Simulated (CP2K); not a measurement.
The system is AlNi.

```
Ni Al
1.0
     2.88100    0.00000    0.00000
     0.00000    2.88100    0.00000
     0.00000    0.00000    2.88100
Ni Al
1 1
Direct
  0.50000 0.50000 0.50000
  0.00000 0.00000 0.00000
```

Program: CP2K 2026.2. Alike in all runs: task band structure; spin collinear, ferromagnetic start; cell as given; k mesh 9 × 9 × 9.

Question: Order these runs on this cell by their pressure, lowest first.
A. level r2SCAN; potentials or basis POTENTIAL_UZH Ni GTH-SCAN-q18, Al GTH-SCAN-q3; TZVP-MOLOPT-SR-GTH, TZVP-MOLOPT-SCAN-GTH basis; smearing fermi-dirac 0.05 eV; EPS_DEFAULT 1.0E-10; NGRIDS 4; points a segment of the path (NPOINTS) 10; bands added on the path 6; CUTOFF of the grids 850 Ry
B. level PBEsol; potentials or basis GTH_POTENTIALS Ni GTH-PBE-q18; POTENTIAL_UZH Al GTH-PBE-q3; TZVP-MOLOPT-SR-GTH, TZVP-MOLOPT-PBE-GTH basis; smearing fermi-dirac 0.05 eV; EPS_DEFAULT 1.0E-9; NGRIDS 4; points a segment of the path (NPOINTS) 10; bands added on the path 2; CUTOFF of the grids 600 Ry
C. level PBE; potentials or basis GTH_POTENTIALS Ni GTH-PBE-q18; POTENTIAL_UZH Al GTH-PBE-q3; TZVP-MOLOPT-SR-GTH, TZVP-MOLOPT-PBE-GTH basis; smearing fermi-dirac 0.1 eV; EPS_DEFAULT 1.0E-9; NGRIDS 5; points a segment of the path (NPOINTS) 10; bands added on the path 6; CUTOFF of the grids 600 Ry
D. level LDA; potentials or basis GTH_POTENTIALS Ni GTH-PADE-q18, Al GTH-PADE-q3; TZVP-MOLOPT-SR-GTH, TZVP-MOLOPT-PBE-GTH basis; smearing fermi-dirac 0.05 eV; EPS_DEFAULT 1.0E-9; NGRIDS 4; points a segment of the path (NPOINTS) 8; bands added on the path 2; CUTOFF of the grids 600 Ry

Answer: D (-10.2 GPa), A (-3.9 GPa), B (-1.9 GPa), C (2.2 GPa).

Caveats: the basis of atomic orbitals isn't converged, which shifts pressures, moduli and gaps; the potentials were made for another functional, which shifts forces and pressure (some runs).

Not every run made on this cell is shown here.
